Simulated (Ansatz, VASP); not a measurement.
## GaAs: VASP beside Ansatz

Aim: how closely do two programs agree when they are given the same cell, functional and k mesh? The cell is taken from a series of VASP runs on this material, whose earlier steps may have relaxed, scaled or displaced it; both programs get it as it stands.

Main program and level: Ansatz 0.2.0; plane waves, with VASP 6.6.1 beside it; single point at LDA, band structure at LDA and band structure at LDA, spin-orbit coupling.

## 1. The starting structure

The structure is cubic, space group F-43m (No. 216). Conventional cell: a = 5.606 Å, b = 5.606 Å, c = 5.606 Å, α = 90.00°, β = 90.00°, γ = 90.00°. Nearest to Ga lie 4 As at 2.43 Å. Nearest to As lie 4 Ga at 2.43 Å. Farther neighbours are not listed.

Coordinates:

```cif
data_structure
_symmetry_space_group_name_H-M 'F-43m'
_symmetry_Int_Tables_number 216
_cell_length_a 5.6056
_cell_length_b 5.6056
_cell_length_c 5.6056
_cell_angle_alpha 90.000
_cell_angle_beta 90.000
_cell_angle_gamma 90.000
_cell_volume 176.15
loop_
_atom_site_label
_atom_site_type_symbol
_atom_site_symmetry_multiplicity
_atom_site_Wyckoff_symbol
_atom_site_fract_x
_atom_site_fract_y
_atom_site_fract_z
_atom_site_occupancy
Ga1 Ga 4 a 0.00000 0.00000 0.00000 1
As1 As 4 d 0.25000 0.25000 0.75000 1
```

## 2. VASP: single point, LDA

A single point gives forces, pressure and levels at one fixed geometry, so differences don't come from the geometry; what else differs is listed under the comparison.

Lines of VASP's logs that name or quote its potential files are left out, and so is its time.

Input file INCAR:

```
SYSTEM = GaAs
PREC = Accurate
ENCUT = 400
EDIFF = 1E-06
NELM = 100
ISMEAR = 0
SIGMA = 0.05
LREAL = .FALSE.
ALGO = Normal
GGA = CA
NBANDS = 15
LORBIT = 11
LWAVE = .FALSE.
LCHARG = .TRUE.
ISIF = 2
LELF = .TRUE.
LVHAR = .TRUE.
```

Input file POSCAR:

```
GaAs
1.0
    0.0000000000      2.8028244386      2.8028244386
    2.8028244386      0.0000000000      2.8028244386
    2.8028244386      2.8028244386      0.0000000000
Ga As
1 1
Direct
    0.0000000000      0.0000000000      0.0000000000
    0.2500000000      0.2500000000      0.2500000000
```

Input file KPOINTS:

```
Automatic mesh
0
Gamma
7 7 7
0 0 0
```

Potentials, in the order of the species: Ga_d and As (LDA family, release 64).

On the command line:

```
mpirun -np 2 vasp_std
```

Numbers of over 12 decimals in the logs are rounded to 6 here.

The log of the run:

```text
[banner, memory and clock lines left out]
running    2 mpi-ranks, on    1 nodes
 distrk:  each k-point on    2 cores,    1 groups
 distr:  one band on    1 cores,    2 groups

 POSCAR found type information on POSCAR GaAs
 POSCAR found :  2 types and       2 ions
 LDA part: xc-table for (Slater(with rela. corr.)+CA(PZ))
 , standard interpolation
|                                                                             |
|           W    W    AA    RRRRR   N    N  II  N    N   GGGG   !!!           |
|           W    W   A  A   R    R  NN   N  II  NN   N  G    G  !!!           |
|           W    W  A    A  R    R  N N  N  II  N N  N  G       !!!           |
|           W WW W  AAAAAA  RRRRR   N  N N  II  N  N N  G  GGG   !            |
|           WW  WW  A    A  R   R   N   NN  II  N   NN  G    G                |
|           W    W  A    A  R    R  N    N  II  N    N   GGGG   !!!           |
|                                                                             |
|     The number of bands has been changed from the values supplied in        |
|     The orbitals not found in the WAVECAR file will be initialized with     |
|     random numbers, which is usually adequate. For correlated               |
|     calculations, however, you should redo the groundstate calculation.     |
|     I found NBANDS = 15. Now, NBANDS = 16.                                  |
|                                                                             |

 POSCAR, INCAR and KPOINTS ok, starting setup
 FFT: planning ... GRIDC
 FFT: planning ... GRID_SOFT
 FFT: planning ... GRID
 WAVECAR not read
 entering main loop
       N       E                     dE             d eps       ncg     rms          rms(c)
DAV:   1     0.762485220520E+02    0.76249E+02   -0.78558E+03   648   0.136E+03
DAV:   2    -0.393698007177E+01   -0.80186E+02   -0.76778E+02   744   0.287E+02
DAV:   3    -0.977812042050E+01   -0.58411E+01   -0.58253E+01   776   0.621E+01
DAV:   4    -0.986594973681E+01   -0.87829E-01   -0.87823E-01   800   0.852E+00
DAV:   5    -0.986717267962E+01   -0.12229E-02   -0.12229E-02   808   0.888E-01    0.308E+00
DAV:   6    -0.967615640884E+01    0.19102E+00   -0.22046E-01   992   0.829E+00    0.181E+00
DAV:   7    -0.963303735955E+01    0.43119E-01   -0.66206E-02   856   0.190E+00    0.526E-01
DAV:   8    -0.962981978536E+01    0.32176E-02   -0.92257E-03   760   0.104E+00    0.112E-01
DAV:   9    -0.962978971289E+01    0.30072E-04   -0.70005E-04   800   0.319E-01    0.415E-02
DAV:  10    -0.962979538114E+01   -0.56683E-05   -0.42330E-05   960   0.696E-02    0.220E-02
DAV:  11    -0.962980038909E+01   -0.50080E-05   -0.70224E-06   744   0.401E-02    0.281E-03
DAV:  12    -0.962980024563E+01    0.14346E-06   -0.48307E-07   488   0.104E-02
   1 F= -.96298002E+01 E0= -.96298002E+01  d E =-.183701E-11
```

Parts of OUTCAR (step 2):

```text
ion  position               nearest neighbor table
   1  0.000  0.000  0.000-   2 2.43   2 2.43   2 2.43   2 2.43
   2  0.250  0.250  0.250-   1 2.43   1 2.43   1 2.43   1 2.43

  LATTYP: Found a face centered cubic cell.
 ALAT       =     5.6056488772

 Subroutine GETGRP returns: Found 24 space group operations
 (whereof 24 operations were pure point group operations)

The static configuration has the point symmetry T_d .

 Found     20 irreducible k-points:

   k-points           NKPTS =     20   k-points in BZ     NKDIM =     20   number of bands    NBANDS=     16

   dimension x,y,z NGX =    28 NGY =   28 NGZ =   28
   dimension x,y,z NGXF=    56 NGYF=   56 NGZF=   56

   ENCUT  =  400.0 eV  29.40 Ry    5.42 a.u.   6.46  6.46  6.46*2*pi/ulx,y,z

   NELECT =      18.0000    total number of electrons

 k-points in reciprocal lattice and weights: Automatic mesh
   0.00000000  0.00000000  0.00000000       0.003
   0.14285714  0.00000000  0.00000000       0.023
   0.28571429  0.00000000  0.00000000       0.023
   0.42857143  0.00000000  0.00000000       0.023
   0.14285714  0.14285714  0.00000000       0.017
   0.28571429  0.14285714  0.00000000       0.070
   0.42857143  0.14285714  0.00000000       0.070
  -0.42857143  0.14285714  0.00000000       0.070
  -0.28571429  0.14285714  0.00000000       0.070
[...]
-0.42857143  0.42857143  0.14285714       0.070
  -0.28571429  0.42857143  0.14285714       0.070

 average (electrostatic) potential at core
       1 -67.3095       2 -53.5542

 E-fermi :   4.2689

 k-point     1 :       0.0000    0.0000    0.0000
  band No.  band energies     occupation
    ...
      5     -10.8446      2.00000
      6      -8.8990      2.00000
      7       4.0526      2.00000
      8       4.0526      2.00000
      9       4.0526      2.00000
     10       4.5761      0.00000
     11       7.7288      0.00000
     12       7.7288      0.00000
     13       7.7288      0.00000
     14      11.4748      0.00000
    ...

 k-point     2 :       0.1429    0.0000    0.0000
  band No.  band energies     occupation
    ...
      5     -10.8448      2.00000
      6      -8.6532      2.00000
      7       1.7116      2.00000
      8       3.7413      2.00000
      9       3.7413      2.00000
     10       5.6674      0.00000
     11       8.1768      0.00000
     12       8.1768      0.00000
     13       8.4023      0.00000
     14      12.6552      0.00000
    ...

 k-point     3 :       0.2857    0.0000    0.0000
  band No.  band energies     occupation
    ...
      5     -10.8437      2.00000
      6      -7.9834      2.00000
      7      -0.7712      2.00000
      8       3.2247      2.00000
      9       3.2247      2.00000
     10       5.3422      0.00000
     11       8.6834      0.00000
     12       8.6834      0.00000
     13      10.5818      0.00000
     14      12.7322      0.00000
    ...

  Total       -0.0042833     -0.0042833     -0.0042833      0.0000000      0.0000000      0.0000000
  in kB       -0.1558369     -0.1558369     -0.1558369      0.0000000      0.0000000      0.0000000
  external PRESSURE =      -0.1558369 kB  Pullay stress =       0.0000000 kB

  energy-cutoff  :      400.00
  volume of cell :       44.04
      direct lattice vectors                 reciprocal lattice vectors
     0.000000000  2.802824439  2.802824439    -0.178391480  0.178391480  0.178391480
     2.802824439  0.000000000  2.802824439     0.178391480 -0.178391480  0.178391480
     2.802824439  2.802824439  0.000000000     0.178391480  0.178391480 -0.178391480

 POSITION                                       TOTAL-FORCE (eV/Angst)
 -----------------------------------------------------------------------------------
      0.00000      0.00000      0.00000         0.000000      0.000000      0.000000
      1.40141      1.40141      1.40141        -0.000000     -0.000000     -0.000000
 -----------------------------------------------------------------------------------
    total drift:                                0.000001      0.000001      0.000001

  FREE ENERGIE OF THE ION-ELECTRON SYSTEM (eV)
  ---------------------------------------------------
  free  energy   TOTEN  =        -9.6298002456 eV

  energy  without entropy=       -9.6298002456  energy(sigma->0) =       -9.62980025

 total charge
# of ion       s       p       d       tot
------------------------------------------
    1        0.893   0.833   9.998  11.724
    2        1.214   1.615   0.033   2.862
--------------------------------------------------
tot          2.107   2.448  10.031  14.586

[... 3 further parts left out ...]
```

The run ends at a pressure of -0.02 GPa.

## 3. Ansatz: single point, LDA

Ansatz runs on its default PAW (the set named soft_2) files.

The same cell, functional (in two slightly different forms), mesh and smearing now go to Ansatz, which takes its cutoff from its data sets.

Input file input.yaml:

```yaml
crystal:
  lattice:
    - [0.0, 2.8028244386, 2.8028244386]
    - [2.8028244386, 0.0, 2.8028244386]
    - [2.8028244386, 2.8028244386, 0.0]
  atoms:
    - { symbol: Ga, position: [0.0, 0.0, 0.0] }
    - { symbol: As, position: [0.25, 0.25, 0.25] }
hamiltonian:
  xc: lda
  pseudopotentials: { kind: paw }
kpoints:
  mp_grid: { grid: [7, 7, 7] }
scf:
  occupations: { method: gaussian, width: 0.05 }
  n_extra_bands: 4
output:
  forces: true
  stress: true
  eigenvalues: true
```

On the command line:

```
ansatz run input.yaml --threads 2 --pin off --max-ram 4608MiB --backend cpu --events-out ev --progress --plain --runs-dir out
```

The log of the run:

```text
scf.n_extra_bands = 4 over 14 filled bands (N_el = 28.0): the run solves 18 bands
Engine: ansatz 0.2.0, x86_64-unknown-linux-gnu
Pseudopotentials: kind: paw
Pseudopotential: Ga, paw, valence charge 13, recommended cutoff 420 eV (normal), Ga.paw.azcp
Pseudopotential: As, paw, valence charge 15, recommended cutoff 420 eV (normal), As.paw.azcp
Functional definition: SPW92
  exchange = slater_x
  correlation = pw_c
Crystal: 2 atoms, lattice volume = 44.037 Å³
Basis set: ecut = 420 eV, 869 PW (Γ)
Bands: 18, of which v1, the nominal top of the filled ones, is band 14 counted from 1 (13 counted from 0)
Symmetry: 24 space group operations
Space group: F-43m (ITA 216), of the structure as read, at distance tolerance 3.5e-5 Å
k-points: 20 of 343 (time reversal used)
Non-local potential: Ga, projectors of the file, l = 0: 2, l = 1: 2, l = 2: 3, l = 3: 1
Non-local potential: As, projectors of the file, l = 0: 2, l = 1: 2, l = 2: 3, l = 3: 1
PAW form: soft (Blöchl's): semilocal exchange-correlation on the pseudo side does not see the compensation charge
PAW frozen core: Ga, regenerated for the run's functional, and the local potential with it (the file was generated under x = pbe(κ = 0.804, μ = 0.219515), c = pbe(β = 0.066725))
PAW frozen core: As, regenerated for the run's functional, and the local potential with it (the file was generated under x = pbe(κ = 0.804, μ = 0.219515), c = pbe(β = 0.066725))
PAW one-centre angular grid: Ga, 590 points (default); XC on 64 Gauss nodes
PAW one-centre angular grid: As, 590 points (default); XC on 64 Gauss nodes
Initial density: superposition of atomic densities (neutral atoms: chi_scale 0, normalization atom), corrected by the library's trained network
Initial wavefunctions: pseudopotential atomic-orbital guess
Functional: x = slater, c = lda
SCF iter   1: F=—  HF=-8481.288688 eV  |F-HF|=—  |Δ(HF+E_count)|=         —  Δρ=4.91e-3  dr2=6.58e-3  ethr=1.77e-3  ⟨swp⟩=5.8  Hψ=1743  notcnv=0
preconditioner: auto → none  [insulator: Δε(μ)=0.450 eV  Ē_g=15.586 eV  σ=0.050 eV  W_gap=1.00  n_scr=14 (ndim 8)  ℏωp=23.7 eV  f_vac=0.078  D(μ)=0.00/eV (n_scr^D=0)  ε∞_Penn≈3.3]
SCF iter   2: F=—  HF=-8481.285953 eV  |F-HF|=—  |Δ(HF+E_count)|=   2.73e-3  Δρ=2.45e-3  dr2=9.77e-4  ethr=2.35e-5  ⟨swp⟩=2.9  Hψ=839  notcnv=0
SCF iter   3: F=—  HF=-8481.285893 eV  |F-HF|=—  |Δ(HF+E_count)|=   6.00e-5  Δρ=6.58e-4  dr2=1.74e-4  ethr=3.49e-6  ⟨swp⟩=2.0  Hψ=531  notcnv=0
SCF iter   4: F=—  HF=-8481.285816 eV  |F-HF|=—  |Δ(HF+E_count)|=   7.66e-5  Δρ=2.48e-4  dr2=1.17e-5  ethr=6.20e-7  ⟨swp⟩=2.0  Hψ=540  notcnv=0
SCF iter   5: F=—  HF=-8481.285818 eV  |F-HF|=—  |Δ(HF+E_count)|=   1.82e-6  Δρ=1.48e-5  dr2=9.45e-8  ethr=4.17e-8  ⟨swp⟩=2.0  Hψ=476  notcnv=0
SCF iter   6: F=-8481.285818 eV  HF=-8481.285818 eV  |F-HF|=1.70e-9  |Δ(HF+E_count)|=   1.03e-8  Δρ=3.73e-6  dr2=3.21e-9  ethr=3.38e-10  ⟨swp⟩=2.6  Hψ=1344  notcnv=0
SCF 1 converged in 6 iterations: F = -8481.285818 eV  dr2 = 3.21e-9
  greatest PAW one-centre occupation: 0.999 electrons in one spin orbital (limit 2), on the As atom at site 1 (counted from 0), in its partial waves of l = 2
SCF converged after 6 iterations
Free energy (F): -8481.285818 eV
Harris-Foulkes:  -8481.285818 eV  (|F-HF|=1.70e-9)
Internal energy: -8481.285818 eV  (E = F + TS)
E sigma→0 (E₀):  -8481.285818 eV
Fermi energy:    8.466264 eV
--- Per-component energies (eV) ---
  E_band       = -315.321725
  E_kinetic    = 220.933748
  E_local      = -3889.707131  (includes V_loc(G=0)·N_el)
  E_nonlocal   = -238.523615
  E_hartree    = 1959.097084
  E_xc         = -148.284049
  E_vxc        = -138.863666  (∫ρ·V_xc dr)
  E_paw        = -3666.744420  (= ΣΔE_a)
  E_vpaw       = -187.357271  (= ΣTr[D̂ρ^β])
  E_aug_tail   = -0.000105  (compensation charges beyond the density's cutoff)
  E_ewald      = -2721.861041
  E_core_change = 3.803710  (= ΣΔE_core)
  E_smearing   = -0.000000  (= −TS)
  E_closure    = 0.000000  (closes the sum)
  Σ components = -8481.285818   (vs F -8481.285818, Δ=0.00e0)
--- Forces (eV/Å), atoms counted from 1 ---
  atom   1  Ga     0.00000000    -0.00000000     0.00000000
  atom   2  As    -0.00000000    -0.00000000    -0.00000000
  max |Σ_I F_I| component: 1.83e-16 eV/Å
--- Stress (GPa, compression-positive) ---
       -0.135174       0.000000      -0.000000
       -0.000000      -0.135174       0.000000
       -0.000000       0.000000      -0.135174
  P = ⅓ Tr σ = -0.1352 GPa (-1.352 kbar)
--- Band table (eV; the first three rows and the last of 20) ---
  k-point 0: bands = [... 10 lower, -4.7435, 8.2261, 8.2261, 8.2261, 8.7008, 11.9169, 11.9169, 11.9169]
  k-point 1: bands = [... 10 lower, -4.4977, 5.8729, 7.9160, 7.9160, 9.8171, 12.3638, 12.3638, 12.5762]
  k-point 2: bands = [... 10 lower, -3.8294, 3.3970, 7.4007, 7.4007, 9.4990, 12.8708, 12.8708, 14.7467]
  k-point 19: bands = [... 10 lower, -2.1591, 1.4785, 4.2596, 5.3392, 11.4667, 13.4361, 14.2216, 14.8692]
```

The job ended after 0.58 s (2 threads of Intel Xeon 6975P-C (Granite Rapids), shared host; peak memory 0.37 GiB).

Reading the cycles: dr2 is the Hartree energy of the density residual (eV), the measure of convergence; HF is the Harris–Foulkes estimate of the energy, which meets the free energy F at convergence.

The run ends at a pressure of -0.14 GPa.

## 4. Side by side

Known differences besides the potentials themselves: the two LDA forms differ slightly; the data sets hold 28 valence electrons in Ansatz (default PAW (the set named soft_2) files) and 18 in VASP; the cutoff is 420 eV in Ansatz and 400 eV in VASP; VASP's log shows a relativistic correction to its local exchange, Ansatz's none. Total energies have different zeros and are not compared.

Compared:

```
              quantity  Ansatz   VASP  difference
        pressure (GPa)   -0.14  -0.02       -0.12
gap on the k mesh (eV)   0.475  0.523      -0.049
```

A gap on the mesh is an upper bound, since the band edges may lie between its points. Ansatz's pressure holds a Pulay correction of 0.03 GPa; VASP's holds none.

## 5. Ansatz: band structure, LDA

The same path points are solved in both programs, so levels can be compared one by one.

The cell is taken from a series of VASP runs on this material, whose earlier steps may have relaxed, scaled or displaced it; both programs get it as it stands.

input.yaml, the sections that differ from step 3:

```yaml
kpoints:
  mp_grid: { grid: [7, 7, 7] }
  band_path:
    path:
      - [0.0, 0.0, 0.0]
      - [0.16667, 0.0, 0.16667]
      - [0.33333, 0.0, 0.33333]
      - [0.5, 0.0, 0.5]
      - [0.5, 0.08333, 0.58333]
      - [0.5, 0.18333, 0.68333]
      - [0.5, 0.25, 0.75]
      - [0.45, 0.3, 0.75]
      - [0.40833, 0.34167, 0.75]
      - [0.35, 0.35, 0.7]
      - [0.225, 0.225, 0.45]
      - [0.075, 0.075, 0.15]
      - [0.03333, 0.03333, 0.03333]
      - [0.23333, 0.23333, 0.23333]
      - [0.4, 0.4, 0.4]
      - [0.51667, 0.46667, 0.51667]
      - [0.55833, 0.38333, 0.55833]
      - [0.60833, 0.28333, 0.60833]
      - [0.60833, 0.25, 0.64167]
      - [0.55833, 0.25, 0.69167]
      - [0.51667, 0.25, 0.73333]
      - [0.5, 0.3, 0.7]
      - [0.5, 0.38333, 0.61667]
      - [0.5, 0.48333, 0.51667]
      - [0.475, 0.475, 0.55]
      - [0.425, 0.425, 0.65]
      - [0.38333, 0.38333, 0.73333]
      - [0.59167, 0.18333, 0.59167]
      - [0.55, 0.1, 0.55]
      - [0.5, 0.0, 0.5]
    npoints: 1
scf:
  occupations: { method: gaussian, width: 0.05 }
  n_extra_bands: 7
output:
  forces: true
  stress: true
  eigenvalues: true
  write_density: true
  write_potential: true
  elf: true
  volumetric_format: npy
# crystal, hamiltonian: as in step 3
```

The log of the run:

```text
[...]
Crystal: 2 atoms, lattice volume = 44.037 Å³
Basis set: ecut = 420 eV, 869 PW (Γ)
Bands: 21, of which v1, the nominal top of the filled ones, is band 14 counted from 1 (13 counted from 0)
Symmetry: 24 space group operations
[...]
k-points: 20 of 343 (time reversal used)
[...]
k-point 0: bands = [... 10 lower, -4.7435, 8.2260, 8.2260, 8.2260, 8.7008, 11.9169, 11.9169, 11.9169, ... 3 higher]
  k-point 1: bands = [... 10 lower, -4.4978, 5.8729, 7.9159, 7.9159, 9.8171, 12.3638, 12.3638, 12.5762, ... 3 higher]
  k-point 2: bands = [... 10 lower, -3.8294, 3.3969, 7.4007, 7.4007, 9.4990, 12.8707, 12.8707, 14.7467, ... 3 higher]
  k-point 19: bands = [... 10 lower, -2.1592, 1.4785, 4.2596, 5.3392, 11.4667, 13.4360, 14.2216, 14.8692, ... 3 higher]
[key lines of the parts left out:]
SCF converged after 6 iterations
Free energy (F): -8481.285818 eV
Fermi energy:    8.466237 eV
P = ⅓ Tr σ = -0.1352 GPa (-1.352 kbar)
```

Run time: 0.92 s. Hardware: 2 threads; peak memory 0.38 GiB.

[end of part 1 of 2]

[Lines on the potential files, build, host, timing and source positions are cut from VASP's logs without a mark.]

[Logs are printed without paths, hosts, clocks, repeated set-up lines and the standing remarks that a program may print on its own settings, such as how far it seeks lower states.]

[Hosts, paths, dates, database ids (printed as entryN), source tags and the programs' standing remarks are cut or masked in the printed files.]
